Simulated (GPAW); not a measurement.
Runs of GPAW 26.7.0 on CrO2. The structure is cubic, space group Fm-3m (No. 225). The conventional cell has a = 4.766 Å, b = 4.766 Å, c = 4.766 Å, α = 90.00°, β = 90.00°, γ = 90.00°. Cr (site symmetry m-3m) has 8 O at 2.06 Å as nearest neighbours. O (site symmetry -43m) has 4 Cr at 2.06 Å as nearest neighbours. Measurements of this composition are mostly on another form, of space group No. 136.

```tsv
level	potentials or basis	cell	gap on the mesh (eV)	pressure (GPa)	moment (μB)
PBEsol	PAW data sets generated in the run's folder for this functional, pw	as given	0.16	(a)	2.00
RPBE	the program's PAW data sets (release 1.2.1) made for this functional, pw	the cell as VASP's run set it	0.17	1.1	2.00
PBE	GPAW PAW data sets (gpaw-data 1.2.1), pw	as given	0.21	-5.9	2.00
RPBE	the program's PAW data sets (release 1.2.1) made for this functional, pw	as given	0.17	1.1	2.00
```

Alike in all rows: task single point; spin collinear, ferromagnetic start; k mesh 10 × 10 × 10; cutoff (eV) 800; smearing gaussian 0.02 eV.

**Question.** Estimate the missing entries.

**Answer.** (a) -14.4.

Caveats: a cell with one magnetic atom can't hold antiferromagnetic order, which such compounds often take.

A k mesh can miss the band edges.
